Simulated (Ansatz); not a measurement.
The system is MnSb.

```
Sb Mn
1.0
     4.15000    0.00000    0.00000
    -2.07500    3.59401    0.00000
     0.00000    0.00000    5.78000
Sb Mn
2 2
Direct
  0.66667 0.33333 0.75000
  0.33333 0.66667 0.25000
  0.00000 0.00000 0.50000
  0.00000 0.00000 0.00000
```

Base run:

```yaml
Program: Ansatz 0.2.0
Functional: PBEsol
Potentials_or_basis: Ansatz PAW
Cutoff: "420 eV (not typed: the program's choice for these potentials)"
k_mesh: 7 × 7 × 5
Occupations: fermi-dirac, width 0.05 eV
Spin: collinear spin, ferromagnetic start
Starting_moments: "[0.0, 0.0, 5.5, 5.5] μB"
```

Its results: band gap on the k mesh none (metal or under the smearing width); pressure -7.1 GPa.

Problem. After a change of settings the same cell gave: band gap on the k mesh none (metal or under the smearing width); pressure -20.1 GPa. Which change was it?
A. spin from collinear spin, ferromagnetic start to no spin polarisation
B. moments at the start from [0.0, 0.0, 5.5, 5.5] to [0.0, 0.0, 4.0, 4.0]
C. spin from collinear spin, ferromagnetic start to collinear spin, random start; moments at the start from [0.0, 0.0, 5.5, 5.5] to [0.0, 0.0, 3.15, 4.8]

Solution. A.

Caveats: the PAW data sets come from PBE, with cores solved anew for the run's functional, which leaves a small shift of forces and pressure.
